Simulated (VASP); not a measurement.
Wanted: the native input for a VASP 6.6.1 run.

- Task: single point
- Functional: PBE
- Potentials or basis: VASP PAW PBE potentials, release 64 (As_GW)
- Cutoff: 450 eV
- k mesh: 5 × 5 × 5
- Occupations: gaussian, width 0.02 eV
- Spin: no spin polarisation
- Further INCAR settings: ALGO = Normal; EDIFF = 1e-07

The structure of As lies in POSCAR:

```
As
1.0
    1.8807968987      1.0858785957      3.5140619945
   -1.8807968987      1.0858785957      3.5140619945
    0.0000000000     -2.1717571915      3.5140619945
As
2
Direct
    0.2260000000      0.2260000000      0.2260000000
    0.7740000000      0.7740000000      0.7740000000
```

These files were run (other wordings do the same):

INCAR

```
PREC     = Accurate       # precision mode
ENCUT    = 450            # plane-wave cutoff, eV
EDIFF    = 1E-7           # SCF threshold, eV
ISMEAR   = 0              # smearing method
SIGMA    = 0.02           # smearing width, eV
LREAL    = F              # projectors in reciprocal space
LASPH    = T              # aspherical terms in the spheres
NELM     = 80             # most SCF steps
ALGO     = Normal         # electronic algorithm
ISIF     = 2              # what is computed and relaxed
LWAVE    = F              # write WAVECAR
LCHARG   = T              # write CHGCAR
GGA      = PE             # functional
LELF     = T              # ELF
LVHAR    = T
```

KPOINTS

```
Automatic mesh
0
Gamma
  5 5 5
```

Potentials or basis: VASP PAW PBE potentials, release 64 (As_GW).

Run with:

```sh
$ cat potpaw_PBE.64/As_GW/POTCAR > POTCAR
$ mpirun -np 1 vasp_std > vasp.out
```

Results of the run:

```
Pressure               : 3.6 GPa
Largest force          : 0.294 eV/Å
Band gap on the k mesh : 0.09 eV, indirect (least direct gap 0.53 eV)
```

Caveat: an odd mesh through Γ misses points on the zone boundary, where band edges often lie.

Wall time 11 s on 1 thread of Intel(R) Xeon(R) Platinum 8488C (Sapphire Rapids) (shared host), peak memory 0.16 GiB.
